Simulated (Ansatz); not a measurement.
Runs of Ansatz 0.2.0 on BN. Symmetry: F-43m, No. 216, cubic system. Conventional cell: a = 3.626 Å, b = 3.626 Å, c = 3.626 Å, α = 90.00°, β = 90.00°, γ = 90.00°. N (site symmetry -43m) has 4 B at 1.57 Å as nearest neighbours. Around B (site symmetry -43m) lie 4 N at 1.57 Å. The cell is a database's computed one.

| task | level | k mesh | cutoff (eV) | smearing | basis error allowed | mesh quality | gap on the mesh (eV) | pressure (GPa) |
| --- | --- | --- | --- | --- | --- | --- | --- | --- |
| single point | PBE | 13 × 13 × 13 | 446 | gaussian 0.015 eV | 0.001 eV/atom | not flagged | 4.53 | -0.4 |
| phonons | PBEsol | 10 × 10 × 10 | 474 | fermi-dirac 0.05 eV | 0.001 eV/atom | not flagged | 4.28 | - |
| single point | PBEsol | 13 × 13 × 13 | 446 | gaussian 0.05 eV | 0.001 eV/atom | not flagged | 4.35 | -6.3 |
| single point | PBE | 6 × 6 × 6 | 370 | fermi-dirac 0.02 eV | 0.004 eV/atom | coarse | (a) | -0.4 |
| single point | PBE | 13 × 13 × 13 | 446 | gaussian 0.011 eV | 0.001 eV/atom | not flagged | 4.53 | -0.4 |
| single point | PBE | 13 × 13 × 13 | 446 | gaussian 0.018 eV | 0.001 eV/atom | not flagged | 4.53 | -0.4 |
| single point | PBE | 13 × 13 × 13 | 446 | gaussian 0.02 eV | 0.001 eV/atom | not flagged | 4.53 | -0.4 |

Alike in all rows: potentials or basis all-electron LAPW, scalar-relativistic; no spin polarisation; cell as given.

Fill in the values left out.

(a) 4.46.

Caveats: some runs use coarse meshes; an odd mesh through Γ misses points on the zone boundary, where band edges often lie (some runs).
